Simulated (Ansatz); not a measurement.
## BaTiO3, space group P4mm: a relaxation of cell and ions, step by step

With Ansatz 0.2.0 through its Python package.

Input file `batio3.cif`:
```cif
data_BaTiO3
_cell_length_a 3.999800
_cell_length_b 3.999800
_cell_length_c 4.018000
_cell_angle_alpha 90.00000
_cell_angle_beta 90.00000
_cell_angle_gamma 90.00000
_symmetry_space_group_name_H-M 'P 1'
_symmetry_Int_Tables_number 1
loop_
_symmetry_equiv_pos_as_xyz
'x, y, z'
loop_
_atom_site_label
_atom_site_type_symbol
_atom_site_fract_x
_atom_site_fract_y
_atom_site_fract_z
Ba1 Ba    0.000000    0.000000    0.000000
Ti2 Ti    0.500000    0.500000    0.490000
O3 O    0.500000    0.500000    0.019000
O4 O    0.500000    0.000000    0.517000
O5 O    0.000000    0.500000    0.517000
```

The cells in order, each with its output:

```python
import ansatz as az
from ase.data import atomic_numbers
from ase.io import read
import numpy as np
import spglib
```

```python
def edges_and_angles(cell):
    cell = np.asarray(cell)
    a, b, c = np.linalg.norm(cell, axis=1)
    cosines = cell[1] @ cell[2] / (b * c), cell[0] @ cell[2] / (a * c), cell[0] @ cell[1] / (a * b)
    return (a, b, c, *np.degrees(np.arccos(cosines)))
```

```python
atoms = read("batio3.cif")
xtal = az.Crystal.from_ase(atoms)

# edges free, angles fixed
calc = xtal.calculation()
calc = calc.functional("pbesol")
calc = calc.kpoints(mesh=(6, 6, 6)).occupations("fixed")
calc = calc.relax(force_tolerance=0.005, max_steps=40, fix_cell=["angles"])
calc = calc.band_table()
steps = []
```

```python
def follow(event):
    if event["event"] != "relax_step":
        return
    row = event["data"]
    steps.append(row)
    print(f"step {row['step']:3d}  E = {row['lagrangian_ev']:.5f} eV  largest force component = {row['allowed_force_max_ev_ang']:.4f} eV/A  P = {row['pressure_gpa']:.3f} GPa")
```

```python
result = calc.session().plan(threads=1).execute(on_event=follow)
rep = result.report
```

    DeckWarning: basis.ecutwfc = 420 eV, auto-derived from the records' recommended cutoffs: set by Ba (normal level)
    step   1  E = -10027.45394 eV  largest force component = 0.3551 eV/A  P = -3.840 GPa
    step   2  E = -10027.47862 eV  largest force component = 0.1225 eV/A  P = 0.248 GPa
    step   3  E = -10027.47872 eV  largest force component = 0.1511 eV/A  P = 0.037 GPa
    step   4  E = -10027.47914 eV  largest force component = 0.1412 eV/A  P = -0.048 GPa
    step   5  E = -10027.48004 eV  largest force component = 0.1049 eV/A  P = -0.161 GPa
    step   6  E = -10027.48155 eV  largest force component = 0.0139 eV/A  P = 0.008 GPa
    step   7  E = -10027.48150 eV  largest force component = 0.0039 eV/A  P = -0.030 GPa
    step   8  E = -10027.48157 eV  largest force component = 0.0004 eV/A  P = 0.004 GPa
    step   9  E = -10027.47863 eV  largest force component = 0.0002 eV/A  P = -0.086 GPa
    step  10  E = -10027.47872 eV  largest force component = 0.0013 eV/A  P = -0.004 GPa
    step  11  E = -10027.47864 eV  largest force component = 0.0012 eV/A  P = -0.005 GPa

```python
[(site.symbol, site.position_frac.round(4).tolist()) for site in result.lattice.sites]
```

    [(<Element.BA: 'Ba'>, [-0.0, 0.0, -0.0019]), (<Element.TI: 'Ti'>, [0.5, 0.5, 0.4829]),
     (<Element.O: 'O'>, [0.5, 0.5, 0.0278]), (<Element.O: 'O'>, [0.5, -0.0, 0.5171]),
     (<Element.O: 'O'>, [0.0, 0.5, 0.5171])]

```python
type(result).__name__, type(rep).__name__
```

    ('RunOutcome', 'dict')

```python
first, last = steps[0], steps[-1]
symbols = [site.symbol for site in result.lattice.sites]
print(f"energy gained {first['lagrangian_ev'] - last['lagrangian_ev']:.4f} eV in {len(steps) - 1} steps")
for label, vectors in (("before", first["cell_ang"]), ("after", result.lattice.cell_ang)):
    print(label, "a b c (A) {:.4f} {:.4f} {:.4f}  angles {:.2f} {:.2f} {:.2f}".format(*edges_and_angles(vectors)), f" V = {abs(np.linalg.det(vectors)):.3f} A^3")
print("final stress xx yy zz (GPa, compression positive):", np.round(np.diag(rep["stress_gpa"]), 3) + 0.0)
```

    energy gained 0.0247 eV in 10 steps
    before a b c (A) 3.9998 3.9998 4.0180  angles 90.00 90.00 90.00  V = 64.282 A^3
    after a b c (A) 3.9556 3.9556 4.0438  angles 90.00 90.00 90.00  V = 63.273 A^3
    final stress xx yy zz (GPa, compression positive): [-0.012 -0.012  0.008]

```python
change = np.array(last["positions_ang"]) @ np.linalg.inv(last["cell_ang"]) - np.array(first["positions_ang"]) @ np.linalg.inv(first["cell_ang"])
moved = np.linalg.norm(change @ np.array(last["cell_ang"]), axis=1)
print("displacement within the cell, strain taken out (A):", " ".join(f"{s}:{d:.3f}" for s, d in zip(symbols, moved)))
```

    displacement within the cell, strain taken out (A): Ba:0.008 Ti:0.029 O:0.036 O:0.000 O:0.000

```python
fractions = [site.position_frac for site in result.lattice.sites]
numbers = [atomic_numbers[s] for s in symbols]
for tolerance in (1e-3, 1e-2, 1e-1):
    print(f"space group at {tolerance} A:", spglib.get_spacegroup((result.lattice.cell_ang, fractions, numbers), symprec=tolerance))

print("atom   start x y z (A)              end x y z (A)")
for symbol, a, b in zip(symbols, first["positions_ang"], last["positions_ang"]):
    print(f"{symbol:3s}", " ".join(f"{v:8.4f}" for v in a), "  ", " ".join(f"{v:8.4f}" for v in b))
```

    space group at 0.001 A: P4mm (99)
    space group at 0.01 A: P4mm (99)
    space group at 0.1 A: P4mm (99)
    atom   start x y z (A)              end x y z (A)
    Ba    0.0000   0.0000   0.0000     -0.0000   0.0000  -0.0078
    Ti    1.9999   1.9999   1.9688      1.9778   1.9778   1.9526
    O     1.9999   1.9999   0.0763      1.9778   1.9778   0.1125
    O     1.9999   0.0000   2.0773      1.9778  -0.0000   2.0911
    O     0.0000   1.9999   2.0773      0.0000   1.9778   2.0911

```python
for key in ("converged", "n_iterations", "n_electrons", "n_kpoints", "n_pw", "n_symmetry_ops", "free_energy_ev", "fermi_energy_ev"):
    print(f"{key:18s} {rep[key]}")
```

    converged          True
    n_iterations       7
    n_electrons        40.0
    n_kpoints          40
    n_pw               1229
    n_symmetry_ops     8
    free_energy_ev     -10027.478637134052
    fermi_energy_ev    10.450778009419416

```python
table = np.array(rep["eigenvalues_ev"]) - rep["fermi_energy_ev"]
filling = np.array(rep["occupations"])
weights = np.tile(rep["kweights"], len(table) // len(rep["kweights"]))
print("band   lowest  highest (eV from E_F)  electrons")
for band in range(table.shape[1]):
    if table[:, band].max() > -10:
        print(f"{band + 1:4d} {table[:, band].min():8.3f} {table[:, band].max():8.3f} {weights @ filling[:, band]:18.4f}")
print("electrons counted from the table:", round(float(weights @ filling.sum(axis=1)), 5))
```

    band   lowest  highest (eV from E_F)  electrons
       9  -10.688   -9.702             2.0000
      10  -10.688   -9.610             2.0000
      11  -10.583   -9.384             2.0000
      12   -4.582   -2.394             2.0000
      13   -4.222   -2.343             2.0000
      14   -3.923   -2.343             2.0000
      15   -3.120   -1.467             2.0000
      16   -2.914   -1.467             2.0000
      17   -2.507   -1.292             2.0000
      18   -2.013   -0.221             2.0000
      19   -1.246   -0.221             2.0000
      20   -1.032    0.000             2.0000
      21    1.849    4.317             0.0000
      22    2.226    4.317             0.0000
      23    2.226    4.366             0.0000
      24    4.277    6.890             0.0000
      25    4.388    7.852             0.0000
    electrons counted from the table: 40.0

Total energies depend on the potentials; only differences at equal settings carry meaning. A total without «per atom» is that of the cell as typed. No spin polarisation was allowed. The computed bands are complete only to about 4.4 eV above the Fermi level. With fixed filling the reported Fermi level is the top filled level among the k-points of the SCF. Only differences from the Fermi energy are physical; the zero of the scale is a convention. Energies along a relaxation are free energies. Rows at an unchanged volume are solved on a plane-wave basis chosen afresh for that cell, so the energy jumps there and such rows are no steps of the walk. Of the deposited cell: the entry's cell lengths or inner coordinates differ somewhat from later room-temperature determinations. The starting cell is as deposited in a crystallographic database; the results hold for this polymorph, which needn't be the stable one. Levels are Kohn-Sham eigenvalues on this mesh, without spin-orbit coupling. Warnings are shown shortened and without file and line. Run time: 59 s on 1 thread of Intel(R) Xeon(R) Processor @ 2.30GHz (shared host), peak memory 0.65 GiB.
